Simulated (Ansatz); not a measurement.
The system is MnS.

```
CELL_PARAMETERS angstrom
4.30568 0.00000 0.00000
0.00000 4.30568 0.00000
0.00000 0.00000 5.36058
ATOMIC_POSITIONS crystal
Mn 0.00000 0.50000 0.00000
Mn 0.50000 0.00000 0.50000
S 0.00000 0.00000 0.25000
S 0.00000 0.00000 0.75000
```

Measurements of this composition are mostly on another form, of space group No. 225.

Base run:

- Program: Ansatz 0.2.0
- Functional: r2SCAN
- Potentials or basis: Ansatz PAW
- Cutoff: 500 eV (not typed: the program's choice for these potentials)
- k mesh: 5 × 5 × 4
- Occupations: gaussian, width 0.05 eV
- Spin: collinear spin, program default start

Its results: band gap on the k mesh none (metal or under the smearing width); pressure -3.4 GPa; net moment 8.70 μB per cell; site moments Mn +4.20; S -0.07 μB.

Task: The run is repeated on the same cell with these changes: hubbard terms from none to Mn d U = 3 eV; hubbard projectors from none to ortho-atomic (the default). What comes out?

Result: Band gap on the k mesh none (metal or under the smearing width); pressure 0.3 GPa; net moment 9.36 μB per cell; site moments Mn +4.42; S -0.07 μB.

Caveats: the magnetic or orbital state may not be the lowest; the PAW data sets come from PBE, with cores solved anew for the run's functional, which leaves a small shift of forces and pressure; semilocal functionals often make such compounds metallic where correlation or magnetic order opens a gap, which also shifts bond lengths (some runs).
